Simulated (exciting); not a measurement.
# Ge (Fd-3m) in exciting: notebook, part 2 of 2

exciting (release sodium).

**3. Band structure, PBE, spin-orbit coupling, no magnetisation**

input.xml reads:

```xml
<input>
  <title>Ge</title>
  <structure speciespath="./" tshift="false">
    <crystal scale="1">
      <basevect>0.000000000000 5.345865131215 5.345865131215</basevect>
      <basevect>5.345865131215 0.000000000000 5.345865131215</basevect>
      <basevect>5.345865131215 5.345865131215 0.000000000000</basevect>
    </crystal>
    <species speciesfile="Ge.xml" rmt="2">
      <atom coord="0.750000000000 0.750000000000 0.750000000000"/>
      <atom coord="0.500000000000 0.500000000000 0.500000000000"/>
    </species>
  </structure>
  <groundstate do="fromscratch" ngridk="6 6 6" rgkmax="9" gmaxvr="14" lmaxapw="10" lmaxmat="10" lmaxvr="8" xctype="GGA_PBE" stype="Fermi Dirac" swidth="0.00183747" nempty="20" ValenceRelativity="iora*" epsengy="1e-05" epspot="1e-05" maxscl="60" outputlevel="normal">
    <spin spinorb="true"/>
  </groundstate>
  <properties>
    <bandstructure>
      <plot1d>
        <path steps="80">
          <point coord="0 0 0" label="G"/>
          <point coord="0.5 0 0.5" label="X"/>
          <point coord="0.5 0.25 0.75" label="W"/>
          <point coord="0.375 0.375 0.75" label="K"/>
          <point coord="0 0 0" label="G"/>
          <point coord="0.5 0.5 0.5" label="L"/>
          <point coord="0.625 0.25 0.625" label="U"/>
          <point coord="0.5 0.25 0.75" label="W"/>
          <point coord="0.5 0.5 0.5" label="L"/>
          <point coord="0.375 0.375 0.75" label="K" breakafter="true"/>
          <point coord="0.625 0.25 0.625" label="U"/>
          <point coord="0.5 0 0.5" label="X"/>
        </path>
      </plot1d>
    </bandstructure>
  </properties>
</input>
```

Potentials or basis: all-electron LAPW+lo, shipped species files, valence relativity iora*.

Started as:

```
> OMP_NUM_THREADS=1 exciting_smp
```

INFO.OUT:

```text
================================================================================
EXCITING SODIUM started
[... 10 lines left out ...]

 Lattice vectors (cartesian) :
      0.0000000000      5.3458651312      5.3458651312
      5.3458651312      0.0000000000      5.3458651312
      5.3458651312      5.3458651312      0.0000000000

 Reciprocal lattice vectors (cartesian) :
     -0.5876677725      0.5876677725      0.5876677725
      0.5876677725     -0.5876677725      0.5876677725
      0.5876677725      0.5876677725     -0.5876677725
[... 88 lines left out ...]
 Exchange energy                            :      -156.40438539
 Correlation energy                         :        -3.12592977
 No external B-field energy in total energy
[... 462 lines left out ...]
 RMS change in effective potential (target) :  0.290821E-08  ( 0.100000E-04)
 Absolute change in total energy   (target) :  0.589375E-06  ( 0.100000E-04)
 Charge distance                   (target) :  0.979614E-09  ( 0.100000E-04)

++++++++++++++++++++++++++++++++++++++++++++++++++++++++++++++++++++++++++++++++
| Convergency criteria checked for the last 2 iterations                       +
| Convergence targets achieved. Performing final SCF iteration                 +
++++++++++++++++++++++++++++++++++++++++++++++++++++++++++++++++++++++++++++++++
 Total energy                               :     -4198.19064908
 _______________________________________________________________
 Fermi energy                               :         0.21232276
 Kinetic energy                             :      4286.91731722
 Coulomb energy                             :     -8325.57322895
 Exchange energy                            :      -156.40773497
 Correlation energy                         :        -3.12700238
 No external B-field energy in total energy
[... 14 lines left out ...]
 Moments :
     interstitial                 :    -0.00000000     0.00000000    -0.00000000
     moment in muffin-tin spheres :
         atom     1    Ge         :    -0.00000000    -0.00000000     0.00000000
         atom     2    Ge         :     0.00000000    -0.00000000     0.00000000
     total moment in muffin-tins  :    -0.00000000    -0.00000000     0.00000000
     total moment                 :    -0.00000000     0.00000000    -0.00000000

++++++++++++++++++++++++++++++++++++++++++++++++++++++++++++++++++++++++++++++++
[... 12 lines left out ...]
| EXCITING SODIUM stopped                                                      =
================================================================================
```

It took 2.6 min on 1 thread of Intel Xeon Platinum 8488C (Sapphire Rapids), shared host; peak memory 0.19 GiB.

What came out:

```yaml
Band_gap_on_the_k_mesh: none (metal or under the smearing width)
All_electrons_inside_the_program's_atomic_spheres: Ge 29.56 (radii Ge 2.0 bohr)
```

Levels at the corners of the path, in eV from the Fermi level:
```tsv
point	band 25	band 26	band 27	band 28	band 29	band 30	band 31	band 32
Γ	-0.05	-0.05	0.02	0.02	0.02	0.02	2.33	2.33
X	-3.15	-3.15	-3.15	-3.15	0.68	0.68	0.68	0.68
W	-4.02	-4.02	-3.94	-3.94	4.17	4.17	4.31	4.31
K	-4.41	-4.41	-2.71	-2.71	1.08	1.08	4.01	4.01
Γ	-0.05	-0.05	0.02	0.02	0.02	0.02	2.33	2.33
L	-1.58	-1.58	-1.39	-1.39	0.10	0.10	3.62	3.62
U	-4.41	-4.41	-2.71	-2.71	1.08	1.08	4.01	4.01
W	-4.02	-4.02	-3.94	-3.94	4.17	4.17	4.31	4.31
L	-1.58	-1.58	-1.39	-1.39	0.10	0.10	3.62	3.62
K	-4.41	-4.41	-2.71	-2.71	1.08	1.08	4.01	4.01
U	-4.41	-4.41	-2.71	-2.71	1.08	1.08	4.01	4.01
X	-3.15	-3.15	-3.15	-3.15	0.68	0.68	0.68	0.68
```

Caveat: total energies with spin-orbit coupling aren't reliable in this program, so none is listed and the log's shouldn't be used; this crystal is a semiconductor, whose small gap the functional closes, so the metal is an error of the method.

**4. How close it comes**

Step 2. A measured gap of Ge is 0.807 eV (direct; 300 K; “Electronic and optical properties of SixGe1-x-ySny alloys lattice-matched to Ge”, 2021, arxiv:2109.02782); the calculated 0.00 eV misses it by -0.81 eV. 3 values of this kind are on record (0.666 to 0.807 eV); this one was drawn at random among those near their median. Spin-orbit coupling on Ge is left out. The value is that of PBE on a finite k mesh, which can miss the band edges, without temperature or zero-point motion. Semilocal functionals fall short of measured gaps as a rule.

Step 3. A measured gap of Ge is 0.666 eV (indirect; 293 K; “Electronic and optical properties of SixGe1-x-ySny alloys lattice-matched to Ge”, 2021, arxiv:2109.02782); the calculated 0.00 eV misses it by -0.67 eV. 3 values of this kind are on record (0.666 to 0.807 eV); this one was drawn at random among those near their median. The value is that of PBE on a finite k mesh, which can miss the band edges, without temperature or zero-point motion. Semilocal functionals fall short of measured gaps as a rule.
